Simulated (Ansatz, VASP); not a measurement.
**Sn in VASP and in Ansatz**

```xyz
2
Lattice="-2.9401 2.9401 1.5993 2.9401 -2.9401 1.5993 2.9401 2.9401 -1.5993" Properties=species:S:1:pos:R:3 pbc="T T T"
Sn    0.0000    0.0000    0.0000
Sn    0.0000    2.9401    0.7997
```

Alike in both runs: functional RPBE; k mesh 9 × 9 × 9; occupations fermi-dirac, width 0.05 eV; no spin polarisation.

|  | VASP | Ansatz |
| --- | --- | --- |
| version | VASP 6.6.1 | Ansatz 0.2.0 |
| potentials or method | VASP PAW PBE potentials, release 64 (Sn_d) | Ansatz PAW |
| plane-wave cutoff (eV) | 520 | 420 |
| valence electrons in the cell | 28 | 28 |
| task | single point | band structure |

Ansatz gave:

| Item | Value |
| --- | --- |
| gap on the k mesh at the Fermi level (eV) | none |
| pressure (GPa) | 2.9 |
| largest component of the traceless stress (GPa) | 0.30 |

Problem. Which values does VASP return?

Solution. gap on the k mesh at the Fermi level (eV): none; pressure (GPa): 2.8; largest component of the traceless stress (GPa): 0.31.

A gap of «none» marks a metal or a gap that the smearing closes.

Caveats: the PAW data sets were made with another functional, which shifts forces and pressure a little (VASP); spin-orbit coupling is left out, which moves the levels of the heavy elements (Ansatz); the PAW data sets come from PBE, with cores solved anew for the run's functional, which leaves a small shift of forces and pressure (Ansatz).
